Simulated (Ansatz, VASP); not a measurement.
Given: the input of a run of VASP 6.6.1 on CuO.

The input INCAR:

```
PREC = Accurate
ENCUT = 600
EDIFF = 1E-7
ISMEAR = -1
SIGMA = 0.05
LREAL = False
LASPH = True
NELM = 100
ALGO = Normal
ISIF = 3
LWAVE = False
LCHARG = False
GGA = RP
IBRION = 2
NSW = 60
EDIFFG = -0.01
```

Contents of KPOINTS:

```
regular mesh
0
Gamma
  10 10 10
```

POSCAR

```
CuO
1.0
    0.0000000000      2.3272527300      2.3272527300
    2.3272527300      0.0000000000      2.3272527300
    2.3272527300      2.3272527300      0.0000000000
Cu O
1 1
Direct
    0.0000000000      0.0000000000      0.0000000000
    0.2500000000      0.2500000000      0.2500000000
```

Potentials or basis: VASP PAW PBE potentials, release 64 (Cu, O).

Launch:

```bash
$ cat potpaw_PBE.64/Cu/POTCAR potpaw_PBE.64/O/POTCAR > POTCAR
$ mpirun -np 1 vasp_std > vasp.out
```

**Question.** Set up the same calculation for Ansatz 0.2.0. Potentials there: Ansatz PAW.

**Answer.** As run (the cutoff follows the program's own potentials):

The input input.yaml:

```yaml
crystal:
  lattice:
    - [0.0, 2.32725273, 2.32725273]
    - [2.32725273, 0.0, 2.32725273]
    - [2.32725273, 2.32725273, 0.0]
  atoms:
    - { symbol: Cu, position: [0.0, 0.0, 0.0] }
    - { symbol: O, position: [0.25, 0.25, 0.25] }
hamiltonian:
  xc: rpbe
  pseudopotentials: { kind: paw }
kpoints:
  mp_grid: { grid: [10, 10, 10] }
scf:
  occupations: { method: fermi_dirac, width: 0.05 }
output:
  forces: true
  stress: true
  eigenvalues: true
relax:
  f_tol: 0.01
  max_steps: 40
  cell: { stress_tol: 0.05 }
```

Potentials or basis: Ansatz PAW.

The run is started by

```console
$ ansatz run input.yaml --threads 2 --pin off --max-ram 5632MiB --backend cpu --events-out ev --progress --plain --runs-dir out
```

Both were run:

|  | VASP | Ansatz | Ansatz less VASP |
| --- | --- | --- | --- |
| gap on the k mesh at the Fermi level, each at its own relaxed structure (eV) | none | none | - |
| relaxed volume (Å³/atom) | 12.06 | 12.01 | -0.044 |
| relaxed cell length with the largest relative difference (Å) | 3.243 | 3.239 | -0.0040 |
| energy change over the relaxation (meV/atom) | -8 | -10 | -1.6 |

A gap of «none» marks a metal or a gap that the smearing closes. The two sets of potentials don't hold the same shells in valence.

Caveats: an odd number of electrons without spin polarisation forces a metal; a magnetic or distorted state may lie lower; the run has no spin polarisation, though such a crystal can be magnetic; semilocal functionals often make such compounds metallic where correlation or magnetic order opens a gap, which also shifts bond lengths; the PAW data sets were made with another functional, which shifts forces and pressure a little (VASP); the plane-wave basis is chosen anew once the cell has moved, so the energies of steps on either side of that aren't comparable (Ansatz); the pressure holds a Pulay correction of +0.6 GPa for the finite cutoff (Ansatz).
